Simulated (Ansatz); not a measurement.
## Varying the input for V

The reference input for Ansatz (plane-wave DFT with PAW):

```yaml
crystal:
  lattice:
    - [-1.513, 1.513, 1.513]
    - [1.513, -1.513, 1.513]
    - [1.513, 1.513, -1.513]
  atoms:
    - { symbol: V, position: [0.0, 0.0, 0.0], spin: 2.0 }
basis:
  ecutwfc: 420
kpoints:
  mp_grid: { grid: [6, 6, 6] }
hamiltonian:
  xc: pbe
scf:
  occupations: { method: gaussian, width: 0.1 }
  lower_state_search: "off"
output:
  forces: true
  stress: true
  eigenvalues: true
  populations: true
magnetization:
  spin_polarized: true
```

Command:

```bash
ansatz run input.yaml --threads 1 --pin off --max-ram 1331MiB --backend cpu --events-out ev --progress --plain --runs-dir out
```

The run converges in 13 SCF iterations on 16 irreducible k-points: pressure -3.65 GPa, no gap, cell moment 0.62 μB.

Settings here are deliberately varied, not converged. Each trial's input is given as a difference from the reference's; energies are extrapolated to zero smearing where there is one, and pressure is positive in compression. Charged cells sit in a uniform background, and their pressures hang on that convention.

**Question.** Trial 1:

```diff
 crystal:
   atoms:
-    - { symbol: V, position: [0.0, 0.0, 0.0], spin: 2.0 }
+    - { symbol: V, position: [0.0, 0.0, 0.0], spin: 0.51 }
 basis:
-  ecutwfc: 420
+  ecutwfc: "16 Ry"
```

How does this run end?

**Answer.** The run converges in 15 SCF iterations on 16 irreducible k-points: energy 4.09 eV per atom above the reference, pressure -0.06 GPa (unreliable at so low a cutoff), no gap, cell moment 0.58 μB. It warns that the cutoff lies under the recommended one, 420 eV for these potentials.

**Question.** Trial 2:

```diff
 crystal:
   atoms:
-    - { symbol: V, position: [0.0, 0.0, 0.0], spin: 2.0 }
+    - { symbol: V, position: [0.0, 0.0, 0.0], spin: 0.51 }
 basis:
-  ecutwfc: 420
+  ecutwfc: 190
 hamiltonian:
-  xc: pbe
+  xc: pbesol
 scf:
-  occupations: { method: gaussian, width: 0.1 }
+  occupations: { method: gaussian, width: 0.039 }
+  eigensolver: { mixed_precision: false }
+  max_iter: 63
```

What happens?

**Answer.** The run converges in 13 SCF iterations on 16 irreducible k-points: pressure -18.55 GPa (unreliable at so low a cutoff), no gap, cell moment 0.34 μB. It warns that the cutoff lies under the recommended one, 420 eV for these potentials.

**Question.** Trial 3:

```diff
 crystal:
   atoms:
-    - { symbol: V, position: [0.0, 0.0, 0.0], spin: 2.0 }
+    - { symbol: V, position: [0.0, 0.0, 0.0], spin: 0.51 }
-basis:
-  ecutwfc: 420
+basis: {}
 scf:
+  mixing: { beta: 0.15 }
+  max_iter: 57
```

What does the program give?

**Answer.** The run converges in 13 SCF iterations on 16 irreducible k-points: the reference's energy to 0.01 meV per atom, pressure -3.65 GPa, no gap, cell moment 0.62 μB.

**Question.** Trial 4:

```diff
 crystal:
   atoms:
-    - { symbol: V, position: [0.0, 0.0, 0.0], spin: 2.0 }
+    - { symbol: V, position: [0.0, 0.0, 0.0], spin: 0.51 }
 basis:
-  ecutwfc: 420
+  ecutwfc: "8 Ha"
+  precision: f64
 hamiltonian:
-  xc: pbe
+  xc: pbesol
```

How does this run end?

**Answer.** The run converges in 13 SCF iterations on 16 irreducible k-points: pressure -7.68 GPa (unreliable at so low a cutoff), no gap, cell moment 0.54 μB. It warns that the cutoff lies under the recommended one, 420 eV for these potentials.

**Question.** Trial 5:

```diff
 crystal:
   atoms:
-    - { symbol: V, position: [0.0, 0.0, 0.0], spin: 2.0 }
+    - { symbol: V, position: [0.0, 0.0, 0.0], spin: 0.51 }
 scf:
-  occupations: { method: gaussian, width: 0.1 }
+  occupations: { method: fermi_dirac, width: "100 K" }
+  n_extra_bands: 2
```

What does the program give?

**Answer.** The run converges in 12 SCF iterations on 16 irreducible k-points: energy 0.50 meV per atom below the reference, pressure -3.89 GPa, no gap, cell moment 0.64 μB. It warns that the bands leave little room for a larger moment.

**Question.** Trial 6:

```diff
 crystal:
   atoms:
-    - { symbol: V, position: [0.0, 0.0, 0.0], spin: 2.0 }
+    - { symbol: V, position: [0.0, 0.0, 0.0] }
+total_charge: -0.5
 basis:
-  ecutwfc: 420
+  ecutwfc: 500
 kpoints:
-  mp_grid: { grid: [6, 6, 6] }
+  mp_grid: { grid: [2, 2, 2], shift: [0.61, 0.25, 0.61] }
 hamiltonian:
-  xc: pbe
+  xc: r2scan
+  dispersion: rvv10
 scf:
-  occupations: { method: gaussian, width: 0.1 }
-  lower_state_search: "off"
+  occupations: { method: tetrahedron }
+  max_iter: 74
 output:
-  populations: true
-magnetization:
-  spin_polarized: true
```

How does this run end?

**Answer.** The run converges in 8 SCF iterations on 6 irreducible k-points: pressure -39.81 GPa (with the neutralising background of the charged cell), no gap. It warns that the printed bands weren't solved further after the SCF; that the mesh lowers the symmetry; that forces and stress under tetrahedra may miss the energy's slope.

**Question.** Trial 7:

```diff
 crystal:
   atoms:
-    - { symbol: V, position: [0.0, 0.0, 0.0], spin: 2.0 }
+    - { symbol: V, position: [0.0, 0.0, 0.0], spin: 0.51 }
 basis:
+  ecutrho_ratio: 2
 kpoints:
-  mp_grid: { grid: [6, 6, 6] }
+  mp_grid: { grid: [5, 4, 1], shift: [0.62, 0.54, 0.35] }
 scf:
-  occupations: { method: gaussian, width: 0.1 }
+  occupations: { method: tetrahedron }
+  mixing: { algorithm: msr1, preconditioner: none }
+  convergence: { dr2_threshold: "1e-6 eV" }
+  max_iter: 73
```

What happens?

**Answer.** The run converges in 15 SCF iterations on 20 irreducible k-points: energy 34.9 meV per atom above the reference, pressure -21.92 GPa, no gap, cell moment 0.14 μB. It warns that the printed bands weren't solved further after the SCF; that the density cutoff lies under the recommended one; that the SCF threshold is loose for the forces; that the state wasn't tested for a lower one; that the SCF threshold is loose for the stress; that the mesh lowers the symmetry; that forces and stress under tetrahedra may miss the energy's slope.

**Question.** Trial 8:

```diff
 crystal:
   atoms:
-    - { symbol: V, position: [0.0, 0.0, 0.0], spin: 2.0 }
+    - { symbol: V, position: [0.0, 0.0, 0.0], spin: 0.51 }
 hamiltonian:
-  xc: pbe
+  xc: lda
```

What happens?

**Answer.** The run converges in 11 SCF iterations on 16 irreducible k-points: pressure -16.17 GPa, no gap, cell moment 0.58 μB.

**Question.** Trial 9 (volume scaled):

```diff
 crystal:
   lattice:
-    - [-1.513, 1.513, 1.513]
-    - [1.513, -1.513, 1.513]
-    - [1.513, 1.513, -1.513]
+    - [-1.5851542939, 1.5851542939, 1.5851542939]
+    - [1.5851542939, -1.5851542939, 1.5851542939]
+    - [1.5851542939, 1.5851542939, -1.5851542939]
   atoms:
-    - { symbol: V, position: [0.0, 0.0, 0.0], spin: 2.0 }
+    - { symbol: V, position: [0.0, 0.0, 0.0], spin: 0.51 }
 basis:
-  ecutwfc: 420
+  ecutwfc: 320
+  ecutrho_ratio: 6
 kpoints:
-  mp_grid: { grid: [6, 6, 6] }
+  mp_grid: { grid: [2, 2, 2] }
+  band_path: { path: [[0, 0, 0], [0.5, 0, 0], [0.5, 0.5, 0.5]], npoints: 4 }
 scf:
+  n_extra_bands: 30
+  eigensolver: { mixed_precision: false }
+  max_iter: 80
```

How does this run end?

**Answer.** The run converges in 15 SCF iterations on 3 irreducible k-points: energy 33.5 meV per atom above the reference, pressure -35.39 GPa, no gap, cell moment 0.60 μB. It warns that the cutoff lies under the recommended one, 420 eV for these potentials.

**Question.** Trial 10:

```diff
 crystal:
   atoms:
-    - { symbol: V, position: [0.0, 0.0, 0.0], spin: 2.0 }
+    - { symbol: V, position: [0.0, 0.0, 0.0], spin: 0.51 }
 kpoints:
+  band_path: { path: [[0, 0, 0], [0.5, 0, 0], [0.5, 0.5, 0.5]], npoints: 4 }
 hamiltonian:
+  dispersion: d3bj
 scf:
+  max_iter: 100
```

What happens?

**Answer.** The run converges in 12 SCF iterations on 16 irreducible k-points: pressure -11.61 GPa, no gap, cell moment 0.62 μB.